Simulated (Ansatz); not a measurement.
Zone-centre phonons of ZrSe$_{2}$: input and output

The calculation used DFT PBEsol, scalar-relativistic, plane waves, PAW (Ansatz).

Launched with:
```bash
ansatz run input.yaml --threads 1 --pin off --max-ram 4096MiB --backend cpu --events-out ev --progress --plain --runs-dir out
```

Input (bare energies are in eV):
```yaml
crystal:
  lattice:
    - [3.7292437373, 0.0, 0.0]
    - [-1.8646218687, 3.2296198134, 0.0]
    - [0.0, 0.0, 6.1396060543]
  atoms:
    - { symbol: Zr, position: [0.0, 0.0, 0.0] }
    - { symbol: Se, position: [0.3333333333, 0.6666666667, 0.2585631048] }
    - { symbol: Se, position: [0.6666666667, 0.3333333333, 0.7414368952] }
basis:
  ecutwfc: 420
kpoints:
  mp_grid: { grid: [12, 12, 6] }
hamiltonian:
  xc: pbesol
scf:
  occupations: { method: gaussian, width: 0.02 }
output:
  eigenvalues: true
phonons:
  method: dfpt
  eigenvectors: true
```

The end of the output:
```
--- Phonons (Γ-DFPT): 4 representative perturbations + reference, on 242 of 864 k-points (Σ response iterations 12) ---
  k mesh reduced under 2 symmetry operations, with k and −k counted as one. Each operation leaves every solved perturbation unchanged. A smaller set is not used because it would not reduce the number of displacements ...
  ASR residual: 1.155e-5 → 0.000e0 eV/Å²; symmetrization residual: 2.599e-5 eV/Å²
  ASR residual per site (eV/Å²): 1.11e-5 1.16e-5 1.16e-5
  Γ frequencies (cm⁻¹): 0.00 0.00 0.00 106.58 106.58 144.03 144.03 189.82 246.60
  non-analytic LO–TO correction: not included (Born effective charges unavailable; polar crystals: no LO–TO splitting at Γ)
```

It took 3.5 min on 1 thread of Arm Neoverse V2 (shared host), peak memory 1.7 GiB.

The crystal is built of layers and no dispersion correction was added, so the binding between them is poorly described, and with it their spacing and whatever depends on it.